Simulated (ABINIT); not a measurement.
An input for ABINIT 10.8.3 (GaP (F-43m)):

```
acell 3*1.0 Angstrom
rprim 
  0.000000000000 2.725250000000 2.725250000000
  2.725250000000 0.000000000000 2.725250000000
  2.725250000000 2.725250000000 0.000000000000
ntypat 2
znucl 31 15
natom 2
typat 1 2
xred 
  0.000000000000 0.000000000000 0.000000000000
  0.250000000000 0.250000000000 0.250000000000
pp_dirpath "pseudos"
pseudos "Ga.upf, P.upf"
ecut 36
ngkpt 4 4 4
nshiftk 1
shiftk 0 0 0
kptopt 1
chksymbreak 0
istwfk *1
occopt 1
irdwfk 1
optdriver 4
nband 46
gwcalctyp 10
ecutsigx 36
symsigma 1
nkptgw 8
kptgw 
  0.0000000000 0.0000000000 0.0000000000
  0.2500000000 0.0000000000 0.0000000000
  0.5000000000 0.0000000000 0.0000000000
  0.2500000000 0.2500000000 0.0000000000
  0.5000000000 0.2500000000 0.0000000000
  -0.2500000000 0.2500000000 0.0000000000
  0.5000000000 0.5000000000 0.0000000000
  -0.2500000000 0.5000000000 0.2500000000
bdgw 
  1 13
  1 13
  1 13
  1 13
  1 13
  1 13
  1 13
  1 13
ecuteps 3.9
irdscr 1
ppmodel 1
irdqps 1
indata_prefix "in"
outdata_prefix "out"
tmpdata_prefix "tmp"
```

```sh
OMP_NUM_THREADS=1 mpirun -n 4 abinit run.abi > log
```

Question: How long will it take on 4 MPI ranks of Arm Neoverse V2, shared host, and how much memory?

It took 20 s; on shared hardware allow 10 s to 40 s. Peak host memory was 0.87 GiB.

[Paths, hosts, dates, memory and timing lines, banners, echoed tables and standing remarks are left out of the program output.]

[Logs are printed without paths, hosts, clocks, repeated set-up lines and the standing remarks that a program may print on its own settings, such as how far it seeks lower states.]

[Runs of the session that timed out or met a known fault of the program may be left out.]

[Hosts, paths, dates, database ids (printed as entryN), source tags and the programs' standing remarks are cut or masked in the printed files.]

[G0W0 gaps are taken among the corrected bands and points alone; a level outside them can change the order at an edge.]

[Where Ansatz stands beside ABINIT at settings called matched, ABINIT's density can come from a denser mesh and the files from another edition; pairs whose starting gaps differed by over 0.03 eV were left out, so agreement reads better than it is.]
